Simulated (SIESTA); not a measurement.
**MgSe under changes of volume**

One of the cells (20.651 Å³/atom); the others are scaled copies at fixed shape and fractional positions:

```
Se Mg
1.0
     0.00000    2.74355    2.74355
     2.74355    0.00000    2.74355
     2.74355    2.74355    0.00000
Se Mg
1 1
Cartesian
  2.7436 2.7436 2.7436
  0.0000 0.0000 0.0000
```

- Program: SIESTA 5.4.2
- Functional: PBE
- Potentials or basis: PseudoDojo 0.4 standard (PBE files)
- Basis: DZP (energy shift 0.002 Ry)
- Grid cutoff: 800 Ry
- Energy shift: 0.002 Ry
- k mesh: 8 × 8 × 8
- Occupations: fermi-dirac, width 0.05 eV
- Spin: no spin polarisation

| volume (Å³/atom) | energy over the lowest point (meV/atom) | pressure (GPa) | gap on the mesh (eV) |
| --- | --- | --- | --- |
| 19.031 | ? | ? | ? |
| 19.436 | 46.81 | 7.7 | 2.04 |
| 19.841 | 29.60 | 5.9 | 2.00 |
| 20.651 | 7.48 | 2.9 | 1.92 |
| 21.056 | 2.72 | 1.7 | 1.88 |
| 21.461 | 0.00 | 0.5 | 1.84 |

**Question.** What does the run at 19.031 Å³/atom give?

**Answer.** Energy over the lowest point 68.69 meV/atom; pressure 9.6 GPa; gap on the mesh 2.09 eV.

Worked out: A Birch-Murnaghan fit of order 3 (a polynomial in V^(-2/3)) to the other rows has its minimum at 21.60 Å³/atom, just outside them, with B0 = V·E''(V) = 54 GPa and B' = 6.3. It gives 69.46 meV/atom at 19.031 Å³/atom, against the run's 68.69, and -dE/dV = 10.1 GPa, against 9.6. A straight line through the other rows of the gap, of slope -2.02 eV per unit of ln V, extrapolates to 2.08 eV, against the run's 2.09.

Energies are extrapolated to zero smearing.

Caveats: semicore shells carry a single zeta, which can move pressures by several GPa and volumes by a few percent; the basis of atomic orbitals isn't converged, which shifts pressures, moduli and gaps.

A mesh can miss the band edges. Spin-orbit coupling on Se is left out.
